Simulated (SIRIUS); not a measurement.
## MoS2 under changes of volume

One of the cells (31.721 Å³/atom); the others are scaled copies at fixed shape and fractional positions:

```xyz
6
Lattice="3.1845 0.0000 0.0000 -1.5923 2.7579 0.0000 0.0000 0.0000 21.6705" Properties=species:S:1:pos:R:3 pbc="T T T"
Mo    0.0000    1.8386   18.4451
Mo    1.5923    0.9193    3.2254
S     1.5923    0.9193   16.8949
S     0.0000    1.8386    1.6741
S     1.5923    0.9193   19.9965
S     0.0000    1.8386    4.7756
```

| Property | Result |
| --- | --- |
| Program | SIRIUS 7.12.0 |
| Functional | PBEsol |
| Potentials or basis | PseudoDojo 0.4.1 PBEsol standard (scalar relativistic) |
| Cutoff | 1102 eV |
| Density cutoff | 4408 eV |
| k mesh | 10 × 10 × 2 |
| Occupations | fermi-dirac, width 0.05 eV |
| Spin | no spin polarisation |

| volume (Å³/atom) | energy over the lowest point (meV/atom) | gap on the mesh (eV) | largest force (eV/Å) |
| --- | --- | --- | --- |
| 29.817 | 14.42 | 1.47 | 0.994 |
| 30.452 | 3.27 | 1.44 | 0.597 |
| 31.086 | 0.00 | 1.41 | 0.231 |
| 31.721 | 3.80 | 1.38 | 0.125 |
| 32.355 | 13.94 | 1.35 | 0.442 |
| 32.990 | ? | ? | ? |
| 33.624 | 50.64 | 1.29 | 1.004 |

What does the run at 32.990 Å³/atom give?

Energy over the lowest point 29.75 meV/atom; gap on the mesh 1.32 eV; largest force 0.734 eV/Å.

Worked out: A Birch-Murnaghan fit of order 3 (a polynomial in V^(-2/3)) to the other rows has its minimum at 31.05 Å³/atom with B0 = V·E''(V) = 88 GPa and B' = 4.4 at fixed shape and positions, which overstates the stiffness. It gives 29.76 meV/atom at 32.990 Å³/atom, against the run's 29.75. A straight line through the other rows of the gap, of slope -1.5 eV per unit of ln V, gives 1.32 eV, against the run's 1.32.

Energies are extrapolated to zero smearing.

A mesh can miss the band edges. Spin-orbit coupling on Mo is left out.
